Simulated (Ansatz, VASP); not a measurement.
Se in VASP and in Ansatz

The input INCAR:

```
SYSTEM = Se
  ALGO = Normal
  EDIFF = 1E-7
  ENCUT = 520
  GGA = PE
  ISIF = 2
  ISMEAR = -1
  LASPH = .True.
  LCHARG = .False.
  LREAL = .False.
  LWAVE = .False.
  NBANDS = 9
  NELM = 80
  PREC = Accurate
  SIGMA = 0.05
```

File KPOINTS:

```
k-points
0
Gamma
  9 9 9
  0 0 0
```

File POSCAR:

```
Se
1.0
    2.7725777822      0.0000000000      0.0000000000
    0.0000000000      2.7725777822      0.0000000000
    0.0000000000      0.0000000000      2.7725777822
Se
1
Direct
    0.0000000000      0.0000000000      0.0000000000
```

input.yaml

```yaml
crystal:
  lattice:
    - [2.7725777822, 0.0, 0.0]
    - [0.0, 2.7725777822, 0.0]
    - [0.0, 0.0, 2.7725777822]
  atoms:
    - { symbol: Se, position: [0.0, 0.0, 0.0] }
hamiltonian:
  xc: pbe
  pseudopotentials: { kind: paw }
kpoints:
  mp_grid: { grid: [9, 9, 9] }
scf:
  occupations: { method: fermi_dirac, width: 0.05 }
output:
  forces: true
  stress: true
  eigenvalues: true
```

Change from the starting cell: volume scaled by 0.96.

Alike in both runs: task single point; functional PBE; k mesh 9 × 9 × 9; occupations fermi-dirac, width 0.05 eV; no spin polarisation.

```csv
,VASP,Ansatz
version,VASP 6.6.1,Ansatz 0.2.0
potentials or method,"VASP PAW PBE potentials, release 64 (Se)",Ansatz PAW
plane-wave cutoff (eV),520,420
valence electrons in the cell,6,16
```

Ansatz gave:

| Quantity | Value |
| --- | --- |
| gap on the k mesh at the Fermi level (eV) | none |
| pressure (GPa) | 5.4 |

Which values does VASP return?

gap on the k mesh at the Fermi level (eV): none; pressure (GPa): 5.5.

A gap of «none» marks a metal or a gap that the smearing closes. The two sets of potentials don't hold the same shells in valence.
